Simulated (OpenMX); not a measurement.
Set up this calculation in OpenMX 3.8.5, as the native input.

* Task: single point
* Functional: PBE
* Potentials or basis: OpenMX 2013 PBE set, Co6.0H-s3p2d2, Ti7.0-s3p2d2, grid cutoff 500 Ry
* k mesh: 7 × 7 × 7
* Occupations: fermi-dirac, width 0.05 eV
* Spin: collinear spin, ferrimagnetic start
* Starting moments: [2.0, -0.5] μB
* Mixing scheme: rmm-diisk
* SCF threshold: 1e-08 Ha
* Solver: band
* Max SCF cycles: 160

Crystal: TiCo.

```
Co Ti
1.0
     2.98611    0.00000    0.00000
     0.00000    2.98611    0.00000
     0.00000    0.00000    2.98611
Co Ti
1 1
Direct
  0.50000 0.50000 0.50000
  0.00000 0.00000 0.00000
```

The cell comes from a database or a generator and needn't be the stable form of this composition.

These files were run (other wordings do the same):

TiCo.dat

```
System.CurrrentDirectory             ./
System.Name                          TiCo
DATA.PATH                            ./DFT_DATA13
level.of.stdout                      1
level.of.fileout                     0
Species.Number                       2
<Definition.of.Atomic.Species
  Co  Co6.0H-s3p2d2          Co_PBE13H
  Ti  Ti7.0-s3p2d2           Ti_PBE13
Definition.of.Atomic.Species>

Atoms.Number                         2
Atoms.SpeciesAndCoordinates.Unit     FRAC
<Atoms.SpeciesAndCoordinates
    1  Co    0.5000000000    0.5000000000    0.5000000000   9.500  7.500
    2  Ti    0.0000000000    0.0000000000    0.0000000000   5.750  6.250
Atoms.SpeciesAndCoordinates>

Atoms.UnitVectors.Unit               Ang
<Atoms.UnitVectors
     2.9861109900    0.0000000000    0.0000000000
     0.0000000000    2.9861109900    0.0000000000
     0.0000000000    0.0000000000    2.9861109900
Atoms.UnitVectors>

scf.XcType                           GGA-PBE
scf.SpinPolarization                 on
scf.ElectronicTemperature            580.226
scf.energycutoff                     500.0
scf.maxIter                          160
scf.EigenvalueSolver                 band
scf.Kgrid                            7 7 7
scf.Mixing.Type                      rmm-diisk
scf.Init.Mixing.Weight               0.01
scf.Min.Mixing.Weight                0.001
scf.Max.Mixing.Weight                0.2
scf.Mixing.History                   40
scf.Mixing.StartPulay                15
scf.criterion                        1.0e-8
scf.stress.tensor                    on
MD.Type                              nomd
```

Potentials or basis: OpenMX 2013 PBE set, Co6.0H-s3p2d2, Ti7.0-s3p2d2, grid cutoff 500 Ry.

Run with:

```console
$ openmx TiCo.dat -nt 1 > TiCo.std
```

Results of the run:

| Item | Value |
| --- | --- |
| Pressure | 2.1 GPa |
| Band gap on the k mesh | none (metal or under the smearing width) |
| Net moment | 0.85 μB per cell |
| Site moments | Co +1.05; Ti -0.20 μB |
| Mulliken charges | Co -0.25; Ti +0.25 e |

Caveat: Mulliken charges move with the basis; the basis of atomic orbitals isn't converged, which shifts pressures, moduli and gaps.

Run time: 5.4 min on 1 thread of Intel(R) Xeon(R) 6975P-C (Granite Rapids) (shared host), peak memory 1 GiB.
